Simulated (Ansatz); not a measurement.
C:

```xyz
4
Lattice="1.2332 0.7120 8.2826 -1.2332 0.7120 8.2826 0.0000 -1.4240 8.2826" Properties=species:S:1:pos:R:3 pbc="T T T"
C    -0.0139    0.0762    2.1797
C     0.0098   -0.0069   18.6984
C    -0.0477   -0.1035    5.9612
C    -0.1512   -0.0724   22.6003
```

This isn't the form of C at room conditions, which is graphite.

The cell isn't the ideal one: atoms moved at random, drawn with an rms of 0.1 Å.

- Program: Ansatz 0.2.0
- Task: relaxation of the atoms
- Functional: revPBE
- Dispersion: D4
- Potentials or basis: all-electron LAPW, point nuclei
- Basis error allowed: 0.001 eV/atom
- k mesh: 6 × 6 × 6
- Occupations: fermi-dirac, width 0.05 eV
- Spin: collinear spin, antiferromagnetic start
- Starting moments: [0.5, -0.5, 0.5, -0.5] μB

At the start: volume 10.91 Å³/atom.

**Question.** Where does the relaxation end?

**Answer.** Over 16 steps the energy falls by 133.6 meV/atom; space group P-1 (No. 2, to 0.05 Å); moment 0.00 μB per cell.

Step by step:
| step | energy change (eV) | largest force (eV/Å) |
| --- | --- | --- |
| 1 | 0.0000 | 5.0236 |
| 2 | -0.3510 | 2.8043 |
| 3 | -0.5046 | 0.0848 |
| 4 | -0.5047 | 0.0851 |
| 5 | -0.5212 | 0.2911 |
| 6 | -0.5256 | 0.0265 |
| 7 | -0.5256 | 0.0284 |
| 8 | -0.5287 | 0.0305 |
| 9 | -0.5321 | 0.0215 |
| 10 | -0.5333 | 0.0569 |
| 11 | -0.5342 | 0.0300 |
| 12 | -0.5343 | 0.0308 |
| 13 | -0.5343 | 0.0235 |
| 14 | -0.5343 | 0.0025 |
| 15 | -0.5343 | 0.0026 |
| 16 | -0.5343 | 0.0035 |

Final structure:
```
CELL_PARAMETERS angstrom
1.23319 0.71198 8.28262
-1.23319 0.71198 8.28262
0.00000 -1.42396 8.28262
ATOMIC_POSITIONS crystal
C 0.28266 0.00599 0.01852
C 0.94925 0.67260 0.68515
C 0.99197 0.35094 0.33463
C 0.65856 0.01754 0.00127
```

Caveat: the k mesh is coarse (spacing up to 0.49 Å⁻¹), so the values aren't converged; the k mesh is thin for a metal, which can move the energy by tens of meV per atom; the starting moments weren't kept.
